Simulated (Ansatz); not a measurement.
# Varying the input for I

The reference input for Ansatz (plane-wave DFT with PAW):

```yaml
crystal:
  lattice:
    - [2.5383465792, -3.7066249365, 0.0]
    - [2.5383465792, 3.7066249365, 0.0]
    - [-1.620874837, 0.0, 2.3810977968]
  atoms:
    - { symbol: I, position: [0.5, 0.5, 0.5] }
basis:
  ecutwfc: 420
kpoints:
  mp_grid: { grid: [4, 4, 6] }
hamiltonian:
  xc: pbe
scf:
  occupations: { method: gaussian, width: 0.1 }
output:
  forces: true
  stress: true
  eigenvalues: true
```

Command:

```bash
ansatz run input.yaml --threads 1 --pin off --max-ram 1331MiB --backend cpu --events-out ev --progress --plain --runs-dir out
```

The run converges in 6 SCF iterations on 34 irreducible k-points: pressure 1.00 GPa, no gap.

Settings here are deliberately varied, not converged. Each trial's input is given as a difference from the reference's; energies are extrapolated to zero smearing where there is one, and pressure is positive in compression. Charged cells sit in a uniform background, and their pressures hang on that convention.

Trial 1:

```diff
 basis:
-  ecutwfc: 420
+  ecutwfc: "16 Ry"
+  ecutrho_ratio: 6
+  precision: single
 hamiltonian:
-  xc: pbe
+  xc: blyp
 scf:
-  occupations: { method: gaussian, width: 0.1 }
+  occupations: { method: tetrahedron }
+  lower_state_search: "off"
+  max_iter: 67
```

The program refuses the input:

```text
Error: YAML parse error: error: line 11 column 14: unknown variant `single`, expected one of auto, f64
```

Next try, with these keys changed back:

```diff
 basis:
-  precision: single
```

The run converges in 6 SCF iterations on 34 irreducible k-points: pressure 1.95 GPa (unreliable at so low a cutoff), no gap. It warns that the printed bands weren't solved further after the SCF; that the cutoff lies under the recommended one, 420 eV for these potentials; that forces and stress under tetrahedra may miss the energy's slope.

Trial 2:

```diff
 kpoints:
-  mp_grid: { grid: [4, 4, 6] }
+  mp_grid: { grid: [5, 3, 7] }
```

The run converges in 6 SCF iterations on 53 irreducible k-points: energy 150 meV per atom below the reference, pressure 0.94 GPa, no gap. It warns that the mesh lowers the symmetry.

Trial 3:

```diff
+total_charge: -2
 basis:
+  precision: f64
 kpoints:
-  mp_grid: { grid: [4, 4, 6] }
+  mp_grid: { grid: [3, 3, 1] }
 scf:
+  max_iter: 100
```

The run converges in 14 SCF iterations on 4 irreducible k-points: pressure 20.27 GPa (with the neutralising background of the charged cell), no gap.

Trial 4:

```diff
 hamiltonian:
-  xc: pbe
+  xc: lda
```

The run converges in 6 SCF iterations on 34 irreducible k-points: pressure -1.39 GPa, no gap.

Trial 5:

```diff
 kpoints:
-  mp_grid: { grid: [4, 4, 6] }
+  mp_grid: { grid: [2, 2, 2], shift: [0.5, 0.5, 0] }
 output:
+  dos: {}
+accuracy: low
+magnetization:
+  spin_polarized: true
+  initial_magnetization: 0.0
```

The run converges in 7 SCF iterations on 4 irreducible k-points: energy 589 meV per atom below the reference, pressure 0.62 GPa, gap on the sampled k-points 3.30 eV (the reference is a metal, so it comes from the sampling or the changed settings), cell moment 0.00 μB. It warns that no starting moments were given.

Trial 6:

```diff
+total_charge: 0.5
 basis:
-  ecutwfc: 420
+  ecutwfc: "16 Ry"
 hamiltonian:
-  xc: pbe
+  xc: pbesol
 scf:
-  occupations: { method: gaussian, width: 0.1 }
+  occupations: { method: tetrahedron }
+  mixing: { algorithm: anderson, beta: 0.82, q_tf: 0.67 }
+  initial_density: { chi_scale: 0, normalization: atom }
+  max_iter: 50
```

The run converges in 7 SCF iterations on 34 irreducible k-points: pressure -5.30 GPa (with the neutralising background of the charged cell) (unreliable at so low a cutoff), no gap. It warns that the printed bands weren't solved further after the SCF; that the cutoff lies under the recommended one, 420 eV for these potentials; that forces and stress under tetrahedra may miss the energy's slope.